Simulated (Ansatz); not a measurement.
**BaS in Ansatz: the effect of functional**

Crystal: BaS.

```
CELL_PARAMETERS angstrom
0.00000 3.19375 3.19375
3.19375 0.00000 3.19375
3.19375 3.19375 0.00000
ATOMIC_POSITIONS crystal
Ba 0.00000 0.00000 0.00000
S 0.50000 0.50000 0.50000
```

Alike in all runs:

| Property | Result |
| --- | --- |
| Program | Ansatz 0.2.0 |
| Task | single point |
| Potentials or basis | all-electron PAW datasets made for the crystal |
| k mesh | 6 × 6 × 6 |
| Occupations | fermi-dirac, width 0.05 eV |
| Spin | no spin polarisation |

| functional | cutoff | gap on the mesh (eV) | pressure (GPa) |
| --- | --- | --- | --- |
| PBEsol | 260 eV (chosen from the basis error) | 2.08 | -1.1 |
| HSE06 | 290 eV (chosen from the basis error) | ? | ? |
| PBE0 | 290 eV (chosen from the basis error) | 3.80 | 0.4 |

Problem. What does the run with functional HSE06 give?

Solution. gap on the mesh 3.11 eV; pressure 0.4 GPa.

Caveats: spin-orbit coupling is left out, which moves the levels of the heavy elements.

A k mesh can miss the band edges.
